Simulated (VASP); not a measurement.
A run of VASP 6.6.1 is set up as follows.

Contents of INCAR:

```
PREC = Accurate
ENCUT = 520
EDIFF = 1E-6
ISMEAR = 0
SIGMA = 0.027000000000000003
LREAL = False
LASPH = True
NELM = 100
ALGO = Normal
ISIF = 2
LWAVE = False
LCHARG = True
GGA = PE
LELF = True
LVHAR = True
NBANDS = 11
```

KPOINTS

```
Automatic mesh
0
Gamma
  13 13 13
```

Contents of POSCAR:

```
C
1.0
    0.0000000000      1.7833700000      1.7833700000
    1.7833700000      0.0000000000      1.7833700000
    1.7833700000      1.7833700000      0.0000000000
C
2
Direct
    0.7500000000      0.7500000000      0.7500000000
    0.5000000000      0.5000000000      0.5000000000
```

Potentials or basis: VASP PAW PBE potentials, release 64 (C).

The run is started by

```sh
$ cat potpaw_PBE.64/C/POTCAR > POTCAR
$ mpirun -np 1 vasp_std > vasp.out
```

What does it give for the band gap on the k mesh?

4.14 eV, indirect (least direct gap 5.59 eV).

Estimate the pressure.

2.5 GPa.

Caveat: an odd mesh through Γ misses points on the zone boundary, where band edges often lie.
